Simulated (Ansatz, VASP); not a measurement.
**One calculation of Ru, two programs**

```
Ru
1.0
     2.42542    0.00000    0.00000
     0.00000    2.42542    0.00000
     0.00000    0.00000    2.42542
Ru
1
Direct
  0.00000 0.00000 0.00000
```

Change from the starting cell: volume scaled by 0.9, PAW files.

Alike in both runs: task single point; functional PBE; k mesh 15 × 15 × 15; occupations fermi-dirac, width 0.1 eV; no spin polarisation.

|  | VASP | Ansatz |
| --- | --- | --- |
| version | VASP 6.6.1 | Ansatz 0.2.0 |
| potentials or method | VASP PAW PBE potentials, release 64 (Ru_pv) | PAW with Ansatz's default frozen-core files, scalar-relativistic |
| plane-wave cutoff (eV) | 520 | 420 |
| valence electrons in the cell | 14 | 16 |

Ansatz gave:

- pressure (GPa): 29.6

Task: Estimate VASP's values.

Result: Pressure (GPa): 30.0.

The two sets of potentials don't hold the same shells in valence.

Caveats: so large a pressure means that the cell lies far from this level's equilibrium, or that cutoff or potentials fall short (VASP).
